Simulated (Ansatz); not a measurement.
Molecular dynamics on a 2×2×2 supercell (24 atoms) of BaF₂ (Fm-3m), relaxed with r2SCAN. Forces come from PBE in the PAW code Ansatz: a Nosé-Hoover thermostat at fixed volume, 800 K, steps of 2 fs. Classical nuclei, no spin polarisation; a few dozen steps show the first response, not equilibrium.

```yaml
crystal:
  lattice:
    - [0.0, 6.1943224824, 6.1943224824]
    - [6.1943224824, 0.0, 6.1943224824]
    - [6.1943224824, 6.1943224824, 0.0]
  atoms:
    - { symbol: Ba, position: [0.0, 0.0, 0.0] }
    - { symbol: F, position: [0.125, 0.125, 0.125] }
    - { symbol: F, position: [0.375, 0.375, 0.375] }
    - { symbol: Ba, position: [0.0, 0.0, 0.5] }
    - { symbol: F, position: [0.125, 0.125, 0.625] }
    - { symbol: F, position: [0.375, 0.375, 0.875] }
    - { symbol: Ba, position: [0.0, 0.5, 0.0] }
    - { symbol: F, position: [0.125, 0.625, 0.125] }
    - { symbol: F, position: [0.375, 0.875, 0.375] }
    - { symbol: Ba, position: [0.0, 0.5, 0.5] }
    - { symbol: F, position: [0.125, 0.625, 0.625] }
    - { symbol: F, position: [0.375, 0.875, 0.875] }
    - { symbol: Ba, position: [0.5, 0.0, 0.0] }
    - { symbol: F, position: [0.625, 0.125, 0.125] }
    - { symbol: F, position: [0.875, 0.375, 0.375] }
    - { symbol: Ba, position: [0.5, 0.0, 0.5] }
    - { symbol: F, position: [0.625, 0.125, 0.625] }
    - { symbol: F, position: [0.875, 0.375, 0.875] }
    - { symbol: Ba, position: [0.5, 0.5, 0.0] }
    - { symbol: F, position: [0.625, 0.625, 0.125] }
    - { symbol: F, position: [0.875, 0.875, 0.375] }
    - { symbol: Ba, position: [0.5, 0.5, 0.5] }
    - { symbol: F, position: [0.625, 0.625, 0.625] }
    - { symbol: F, position: [0.875, 0.875, 0.875] }
kpoints:
  mp_grid: { grid: [2, 2, 2] }
hamiltonian:
  xc: pbe
scf:
  occupations: { method: fermi_dirac, width: 0.069 }
md:
  ensemble: nvt_nose_hoover
  temperature: 800
  timestep: 2.0
  n_steps: 30
  initial_velocities: maxwell_boltzmann
  seed: 2625
```

Run as `ansatz run input.yaml --threads 4 --pin off --max-ram 3686MiB --backend cpu --events-out ev --progress --plain --runs-dir out`. Wall time 2.7 min on 4 threads of Arm Neoverse V1, on a shared host, load about 1.4 per core; peak host memory 1.8 GiB.

Question: How do temperature and energy develop?

Answer: The temperature starts at 800 K, is lowest at step 18 (235 K, 36 fs) and ends at 435 K. The thermostat hasn't had time to restore it. The atoms start on their lattice sites with kinetic energy alone, so much of it first passes into potential energy. By the last step the atoms have moved 0.20 Å in the root mean square, the drift of the whole cell taken out, 0.48 Å at most.

| step | t (fs) | T (K) | free energy F from step 0 (meV/atom) | kinetic energy (meV/atom) | largest force (eV/Å) |
| --- | --- | --- | --- | --- | --- |
| 0 | 0 | 800 | 0.0 | 99.1 | 0.00 |
| 1 | 2 | 796 | 0.5 | 98.6 | 0.11 |
| 2 | 4 | 785 | 1.9 | 97.2 | 0.22 |
| 3 | 6 | 765 | 4.3 | 94.8 | 0.33 |
| 4 | 8 | 739 | 7.5 | 91.6 | 0.45 |
| 5 | 10 | 706 | 11.6 | 87.5 | 0.59 |
| 6 | 12 | 667 | 16.5 | 82.7 | 0.75 |
| 7 | 14 | 624 | 21.9 | 77.3 | 0.93 |
| 8 | 16 | 576 | 27.9 | 71.4 | 1.12 |
| 9 | 18 | 526 | 34.1 | 65.2 | 1.32 |
| 10 | 20 | 475 | 40.5 | 58.9 | 1.52 |
| 11 | 22 | 426 | 46.7 | 52.7 | 1.70 |
| 12 | 24 | 379 | 52.6 | 46.9 | 1.87 |
| 13 | 26 | 336 | 58.0 | 41.7 | 2.02 |
| 14 | 28 | 300 | 62.6 | 37.2 | 2.14 |
| 15 | 30 | 272 | 66.3 | 33.6 | 2.21 |
| 16 | 32 | 251 | 68.9 | 31.1 | 2.23 |
| 17 | 34 | 239 | 70.6 | 29.6 | 2.21 |
| 18 | 36 | 235 | 71.2 | 29.1 | 2.14 |
| 19 | 38 | 238 | 70.9 | 29.5 | 2.04 |
| 20 | 40 | 248 | 69.9 | 30.7 | 1.92 |
| 21 | 42 | 263 | 68.3 | 32.5 | 1.78 |
| 22 | 44 | 281 | 66.3 | 34.8 | 1.64 |
| 23 | 46 | 301 | 64.0 | 37.3 | 1.63 |
| 24 | 48 | 322 | 61.7 | 39.9 | 1.61 |
| 25 | 50 | 344 | 59.4 | 42.6 | 1.59 |
| 26 | 52 | 365 | 57.2 | 45.2 | 1.57 |
| 27 | 54 | 385 | 55.2 | 47.7 | 1.54 |
| 28 | 56 | 403 | 53.4 | 49.9 | 1.51 |
| 29 | 58 | 420 | 51.9 | 52.0 | 1.48 |
| 30 | 60 | 435 | 50.6 | 53.9 | 1.45 |

Positions (Å) and forces (eV/Å) at step 30:
```
Ba  -0.115   0.004   0.005     0.749   0.348   0.587
F    1.604   1.534   1.516    -0.110   0.423   0.134
F    4.571   4.536   4.630     0.224  -0.035   0.266
Ba   3.200   3.288  -0.033    -0.232  -1.398   0.329
F    4.713   4.599   1.577     0.074  -0.058   0.226
F    7.523   7.714   4.518     0.408   0.254   0.087
Ba   3.226  -0.017   2.940    -0.541   0.443   0.213
F    4.592   1.394   4.669    -0.275   0.441  -0.060
F    8.050   4.982   7.552    -0.331  -0.757   0.248
Ba   6.177   3.034   3.224     0.205  -0.057  -0.260
F    7.999   4.602   4.523    -0.451   0.083   0.085
F   10.652   7.710   7.698     0.308   0.243   0.223
Ba  -0.166   3.158   3.032     0.687  -0.833   0.185
F    1.487   4.766   4.582    -0.234  -0.604   0.058
F    4.861   7.592   7.798    -0.085   0.306  -0.164
Ba   3.129   6.101   3.209     0.086   0.895   0.051
F    4.608   7.736   4.747     0.064   0.173  -0.288
F    7.868  10.870   7.781    -0.415  -0.145  -0.136
Ba   2.903   3.099   6.249     0.311  -0.308  -0.502
F    4.736   4.615   7.560    -0.086  -0.161   0.221
F    7.568   7.710  10.983     0.433   0.266  -0.213
Ba   6.367   6.125   6.175    -0.658   0.663  -0.468
F    7.744   7.788   7.893    -0.011   0.003  -0.211
F   10.942  10.859  10.905    -0.122  -0.184  -0.610
```
